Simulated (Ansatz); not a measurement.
Structure from Materials Project entry mp-10157 (possibly hypothetical), not relaxed further.

An input for K: DFT, PBEsol, all-electron LAPW, scalar-relativistic (Ansatz 0.2.0).

```yaml
crystal:
  lattice:
    - [0.0, 3.391872818, 3.391872818]
    - [3.391872818, 0.0, 3.391872818]
    - [3.391872818, 3.391872818, 0.0]
  atoms:
    - { symbol: K, position: [0.0, 0.0, 0.0] }
kpoints:
  mp_grid: { grid: [11, 11, 11] }
  band_path:
    path:
      - [0.0, 0.0, 0.0]
      - [0.5, 0.0, 0.5]
      - [0.625, 0.25, 0.625]
      - [0.375, 0.375, 0.75]
      - [0.0, 0.0, 0.0]
      - [0.5, 0.5, 0.5]
      - [0.5, 0.25, 0.75]
      - [0.5, 0.0, 0.5]
    npoints: 5
scf:
  occupations: { method: fermi_dirac, width: 0.05 }
hamiltonian:
  xc: pbesol
  pseudopotentials: { kind: all_electron, lapw: { basis_error: 0.001 } }
output:
  forces: true
  stress: true
  eigenvalues: true
```

Set-up and iterations as logged by Ansatz (the results part is left out, to be predicted):

```
LAPW: plane waves up to 3.552 Å⁻¹, error target 1.0e-3 eV per atom; small_component_spin mean_spin; K in spheres of 2.398 Å, 9 of its electrons in bands, Dirac shells []
Engine: ansatz 0.2.0
Pseudopotentials: kind: all_electron
Pseudopotential: K, LAPW, valence charge 9, Koelling and Harmon's equation, gaussian nucleus
Functional definition: PBEsol
  exchange = pbesol_x
  correlation = pbesol_c
Crystal: 1 atoms, lattice volume = 78.046 Å³
Basis set: ecut = 48.06605131954639 eV, 59 PW (Γ), exchange–correlation at level 2
Bands: 9, of which v1, the nominal top of the filled ones, is band 5 counted from 1 (4 counted from 0)
Symmetry: 48 space group operations
Space group: Fm-3m (ITA 225), of the structure as read, at distance tolerance 4.3e-5 Å
k-points: 56 of 1331
Non-local potential: K, projectors of the file, none
Initial density: superposition of atomic densities (chi_scale 0.1, normalization cell)
Initial wavefunctions: plane waves of lowest kinetic energy (no species holds an atomic orbital)
Functional: x = pbesol(κ = 0.804, μ = 0.12345679012345678), c = pbesol(β = 0.046)
iter 1 solved again at ethr=2.09e-5 eV; its pass at ethr=1.00e-1 eV (dr2=1.88e-3 eV) is discarded
SCF iter   1: F=—  HF=-16362.868415 eV  |F-HF|=—  |Δ(HF+E_count)|=         —  Δρ=1.04e-3  dr2=1.88e-3  ethr=2.09e-5  ⟨swp⟩=4.5  Hψ=4177  notcnv=0
SCF iter   2: F=—  HF=-16362.867619 eV  |F-HF|=—  |Δ(HF+E_count)|=   7.96e-4  Δρ=7.31e-4  dr2=1.05e-3  ethr=2.09e-5  ⟨swp⟩=2.0  Hψ=1721  notcnv=0
SCF iter   3: F=—  HF=-16362.867925 eV  |F-HF|=—  |Δ(HF+E_count)|=   3.05e-4  Δρ=3.67e-4  dr2=3.24e-4  ethr=1.17e-5  ⟨swp⟩=2.0  Hψ=1721  notcnv=0
SCF iter   4: F=—  HF=-16362.868001 eV  |F-HF|=—  |Δ(HF+E_count)|=   7.64e-5  Δρ=1.96e-4  dr2=1.02e-4  ethr=3.60e-6  ⟨swp⟩=2.0  Hψ=1721  notcnv=0
iter 5 solved again at ethr=2.23e-8 eV; its pass at ethr=1.13e-6 eV (dr2=2.01e-6 eV) is discarded
SCF iter   5: F=—  HF=-16362.868040 eV  |F-HF|=—  |Δ(HF+E_count)|=   3.94e-5  Δρ=3.44e-5  dr2=2.02e-6  ethr=2.23e-8  ⟨swp⟩=2.0  Hψ=2714  notcnv=0
SCF iter   6: F=—  HF=-16362.868041 eV  |F-HF|=—  |Δ(HF+E_count)|=   3.33e-7  Δρ=1.15e-5  dr2=1.49e-7  ethr=2.23e-8  ⟨swp⟩=2.0  Hψ=1721  notcnv=0
SCF iter   7: F=-16362.868041 eV  HF=-16362.868041 eV  |F-HF|=1.19e-9  |Δ(HF+E_count)|=   9.56e-8  Δρ=1.34e-6  dr2=1.92e-9  ethr=1.65e-9  ⟨swp⟩=2.7  Hψ=1761  notcnv=0
```

Problem. What pressure will this run report?

Solution. -0.29 GPa (positive in compression).

Problem. Is there a band gap?

Solution. none: with an odd electron count and no spin polarisation the bands can't all be full, a metal in this set-up (spin order or a larger cell could open a gap).
